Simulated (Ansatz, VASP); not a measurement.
One calculation of LiF, two programs

```
Li F
1.0
     0.00000    1.94999    1.94999
     1.94999    0.00000    1.94999
     1.94999    1.94999    0.00000
Li F
1 1
Cartesian
  0.0000 0.0000 0.0000
  1.9500 1.9500 1.9500
```

Alike in both runs: task single point; functional PBEsol; dispersion D3(BJ); k mesh 10 × 10 × 10; occupations gaussian, width 0.05 eV; no spin polarisation.

```csv
,VASP,Ansatz
version,VASP 6.6.1,Ansatz 0.2.0
potentials or method,"VASP PAW PBE potentials, release 64 (Li_sv, F)","scalar-relativistic, plane waves, PAW"
plane-wave cutoff (eV),520,420
valence electrons in the cell,10,10
```

```csv
,VASP,Ansatz,Ansatz less VASP
gap on the k mesh at the Fermi level (eV),9.82,9.82,-0.002
least direct gap on the mesh (eV),9.82,9.82,-0.002
dispersion energy (meV/atom),-159.4,-159.4,-0.04
```

 Expect the measured gap to be larger: semilocal functionals such as PBEsol lack the derivative discontinuity. A k mesh can miss the band edges.
